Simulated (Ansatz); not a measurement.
CrCuO2:

```
Cu Cr O
1.0
     1.48670    0.85835    5.70000
    -1.48670    0.85835    5.70000
     0.00000   -1.71669    5.70000
Cu Cr O
1 1 2
Direct
  0.00000 0.00000 0.00000
  0.50000 0.50000 0.50000
  0.89208 0.89208 0.89208
  0.10792 0.10792 0.10792
```

Below is the output of Ansatz 0.2.0 for this cell. Logs are shortened: lines on timing, memory, paths and dates and some standing lists are left out, and cuts for length are marked.

```text
Warning: RAYON_NUM_THREADS=4 ignored (pool sized by the plan → 4); use --threads N
The last accepted step is kept in <dir> (removed where the run ends without a failure and the disk answers)
LAPW: plane waves up to 11.317 Å⁻¹, error target 2.0e-3 eV per atom; small_component_spin mean_spin; O in spheres of 0.796 Å, 8 of its electrons in bands, Dirac shells []; Cr in spheres of 0.994 Å, 22 of its electrons in bands, Dirac shells []; Cu in spheres of 0.994 Å, 19 of its electrons in bands, Dirac shells [] (how accurate: hamiltonian.pseudopotentials.lapw.basis_error, Limitations)
Engine: ansatz 0.2.0, x86_64-unknown-linux-gnu
Pseudopotentials: kind: all_electron
Pseudopotential: Cu, LAPW, valence charge 19, lapw/all_electron/scalar/gaussian/Cu, Koelling and Harmon's equation, gaussian nucleus
Pseudopotential: Cr, LAPW, valence charge 22, lapw/all_electron/scalar/gaussian/Cr, Koelling and Harmon's equation, gaussian nucleus
Pseudopotential: O, LAPW, valence charge 8, lapw/all_electron/scalar/gaussian/O, Koelling and Harmon's equation, gaussian nucleus
Functional definition: PBEsol
  exchange = pbesol_x
  correlation = pbesol_c
Crystal: 4 atoms, lattice volume = 43.643 Å³
Basis set: ecut = 488.0019981192828 eV, 1071 PW (Γ), FFT grids on a1−a3, a2−a3, a3, exchange–correlation at level 2
Bands: 37, of which v1, the nominal top of the filled ones, is band 29 counted from 1 (28 counted from 0)
Symmetry: 12 space group operations
Space group: R-3m (ITA 166), of the structure as read, at distance tolerance 3.5e-5 Å
Magnetic group: BNS 166.97 (UNI 1327), of the structure as read, at distance tolerance 3.5e-5 Å
k-points: 116 of 1000
Non-local potential: Cu, projectors of the file, none
Non-local potential: Cr, projectors of the file, none
Non-local potential: O, projectors of the file, none
Initial density: superposition of atomic densities (chi_scale 0.1, normalization cell, long waves kept (reshape's long-wave potential 0.28 eV rms))
Starting moments: Σ|m| = 3.6 μB on 2 of 4 sites
Initial wavefunctions: plane waves of lowest kinetic energy (no species holds an atomic orbital)
Functional: x = pbesol(κ = 0.804, μ = 0.12345679012345678), c = pbesol(β = 0.046)
iter 1 solved again at ethr=2.95e-2 eV; its pass at ethr=1.00e-1 eV (dr2=1.68e1 eV) is discarded
[... 77 lines left out ...]
basis re-selected at this cell: Δ(F+E_penalty+E_count) = -5.679e-7 eV, ΔP = -0.000 GPa vs the last step (what re-selecting the basis moved, after the strain that the cell walked since its last selection, with what the two solves' SCF thresholds leave and, on support functions, any second-order correction that the steps lacked; it is no measure of the basis error at this ecutwfc). This SCF's stress stands 2.57e-2 GPa from its target on what of the cell is left free (relax.cell.stress_tol is 5.00e-2 GPa) and its largest allowed force component is 2.24e-3 eV/Å (relax.f_tol is 5.00e-3 eV/Å): within both
SCF converged after 3 iterations
Magnetization: 3.0000 μB (30.0000 up, 27.0000 down)
Absolute magnetization: 3.0554 μB (∫|ρ↑−ρ↓|)
Spin contamination: 0.0217 ħ² per cell (⟨S²⟩ above its minimum at these occupations)
Per-site moments (μB) at R_I (Å): [(0.020076063478720485, 0.9887082244752033), (2.530766375114709, 0.9887082244752033), (0.004766732672129237, 0.7911874425449426), (0.004766732672129237, 0.7911874425449426)]
Free energy (F): -77649.329767 eV
Harris-Foulkes:  -77649.329767 eV  (|F-HF|=1.34e-7)
Internal energy: -77649.329764 eV  (E = F + TS)
E sigma→0 (E₀):  -77649.329766 eV
Entropy (-TS):   -0.000002 eV (-0.001 meV/atom)
Fermi energy:    12.764588 eV
--- Per-component energies (eV) ---
  E_band       = -7205.470414
  E_kinetic    = 78738.627467
  E_xc         = -3555.115377
  E_electrostatic = -152832.841854  (all electrons and nuclei)
  E_smearing   = -0.000002  (= −TS)
  E_closure    = 0.000000  (closes the sum)
  E_atoms      = -77618.589248  (free atoms, spherical and without spin; not in F)
  Σ components = -77649.329767   (vs F -77649.329767, Δ=0.00e0)
  Basis errors (estimates in eV, not in F): energy 8.3e-4 per atom: plane waves 7.6e-4 (4.6e-4 summed), levels above the bands 9.7e-97, relativity 1.1e-7, radial functions 7.7e-5, core shells 8.8e-8; eigenvalues (radial functions only) 1.4e-5; not estimated: angular momenta, meshes, grids; target (lapw.basis_error) 2.0e-3; muffin-tin radii O 0.791 Å, Cr 0.989 Å, Cu 0.989 Å
--- Forces (eV/Å), atoms counted from 1 ---
  atom   1  Cu     0.00000000     0.00000000     0.00000000
  atom   2  Cr     0.00000000    -0.00000000    -0.00000000
  atom   3  O      0.00000000     0.00000000     0.00223594
  atom   4  O     -0.00000000    -0.00000000    -0.00223594
  max |Σ_I F_I| component: 9.25e-18 eV/Å
--- Stress (GPa, compression-positive) ---
        0.025651      -0.000000      -0.000000
       -0.000000       0.025651       0.000000
       -0.000000       0.000000      -0.018589
  P = ⅓ Tr σ = 0.0109 GPa (0.109 kbar)
--- Relaxed structure (4 steps of the walk, 4 accepted, 1 SCFs on fresh bases) ---
  F+E_penalty+E_count = -77649.32976668 eV   max|allowed force component| = 2.236e-3 eV/Å   (the final SCF, on the basis selected at the relaxed cell)
  cell:  # Å, volume = 42.9029 Å³
    - [1.4817245411801805, 0.8554740627152524, 5.641062395396889]
    - [-1.4817245411801805, 0.8554740627152524, 5.641062395396889]
    - [-5.124667353303133e-33, -1.710948125430504, 5.641062395396889]
  atoms:
    - { symbol: Cu, position: [-2.0023798000200026e-35, 4.4073470249543826e-35, 2.663269470821504e-35] }
    - { symbol: Cr, position: [0.5000000000000001, 0.5000000000000001, 0.5] }
    - { symbol: O, position: [0.8918684474280141, 0.8918684474280141, 0.8918684474280143] }
    - { symbol: O, position: [0.1081315525719858, 0.1081315525719858, 0.10813155257198583] }
```

Q: Write the input and the command behind it.

A: Relaxation of cell and atoms with PBEsol, collinear spin, ferromagnetic start. The files as run (others can give the same):

input.yaml
```yaml
crystal:
  lattice:
    - [1.4867, 0.8583466452, 5.7]
    - [-1.4867, 0.8583466452, 5.7]
    - [0.0, -1.7166932904, 5.7]
  atoms:
    - { symbol: Cu, position: [0.0, 0.0, 0.0], spin: 0.6 }
    - { symbol: Cr, position: [0.5, 0.5, 0.5], spin: 3.0 }
    - { symbol: O, position: [0.89208, 0.89208, 0.89208] }
    - { symbol: O, position: [0.10792, 0.10792, 0.10792] }
kpoints:
  mp_grid: { grid: [10, 10, 10] }
scf:
  occupations: { method: fermi_dirac, width: 0.05 }
hamiltonian:
  xc: pbesol
  pseudopotentials: { kind: all_electron, lapw: { basis_error: 0.002 } }
magnetization:
  spin_polarized: true
output:
  forces: true
  stress: true
relax:
  f_tol: 0.005
  max_steps: 60
  cell: {}
```

Potentials or basis: all-electron LAPW, scalar-relativistic.
Launch:
```sh
$ ansatz run input.yaml --threads 4 --pin off --max-ram 12288MiB --backend cpu --events-out ev --progress --plain --runs-dir out
```

Caveat: only a ferromagnetic start was run, and an antiferromagnetic order may lie lower in energy.
